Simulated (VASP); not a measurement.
ZrSe2:

```
Zr Se
1.0
     3.79800    0.00000    0.00000
    -1.89900    3.28916    0.00000
     0.00000    0.00000    6.19200
Zr Se
1 2
Direct
  0.00000 0.00000 0.00000
  0.33333 0.66667 0.25000
  0.66667 0.33333 0.75000
```

```yaml
Program: VASP 6.6.1
Task: relaxation of cell and atoms
Functional: PBE
Potentials_or_basis: VASP PAW PBE potentials, release 64 (Zr_sv, Se)
Cutoff: 300 eV
k_mesh: 5 × 5 × 3
Occupations: gaussian, width 0.03 eV
Spin: no spin polarisation
```

At the start: pressure 2.1 GPa; volume 25.78 Å³/atom.

Problem. Where does the relaxation end?

Solution. Over 18 steps the energy falls by 8.6 meV/atom and the volume is 27.83 Å³/atom (+7.9 %); space group P-3m1 (No. 164, to 0.05 Å).

The path:
```tsv
step	energy change (eV)	largest force (eV/Å)	pressure (GPa)	volume (Å³)
1	0.0000	0.2901	2.08	77.35
2	0.0002	0.3717	-2.03	81.17
3	-0.0147	0.0487	-0.07	79.22
4	-0.0165	0.0659	-0.01	79.25
5	-0.0178	0.0901	0.08	79.30
6	-0.0179	0.0982	0.11	79.32
7	-0.0192	0.0805	0.14	79.61
8	-0.0223	0.0263	0.23	80.47
9	-0.0244	0.0824	0.46	82.20
10	-0.0251	0.0516	0.24	82.64
11	-0.0255	0.0075	-0.07	83.27
12	-0.0255	0.0059	-0.07	83.29
13	-0.0255	0.0028	-0.08	83.34
14	-0.0256	0.0000	-0.09	83.37
15	-0.0258	0.0101	-0.06	83.47
16	-0.0257	0.0299	-0.02	83.66
17	-0.0259	0.0172	-0.05	83.54
18	-0.0259	0.0030	0.03	83.48
```

Final structure:
```cif
data_structure
_symmetry_space_group_name_H-M 'P 1'
_symmetry_Int_Tables_number 1
_cell_length_a 3.8098
_cell_length_b 3.8098
_cell_length_c 6.6411
_cell_angle_alpha 90.000
_cell_angle_beta 90.000
_cell_angle_gamma 120.000
_cell_volume 83.48
loop_
_atom_site_label
_atom_site_type_symbol
_atom_site_fract_x
_atom_site_fract_y
_atom_site_fract_z
_atom_site_occupancy
Zr1 Zr 0.00000 0.00000 0.00000 1
Se1 Se 0.33333 0.66667 0.23763 1
Se2 Se 0.66667 0.33333 0.76237 1
```

Caveat: this functional lacks dispersion, which binds the layers, so the pressure and a relaxed spacing across them are unreliable.
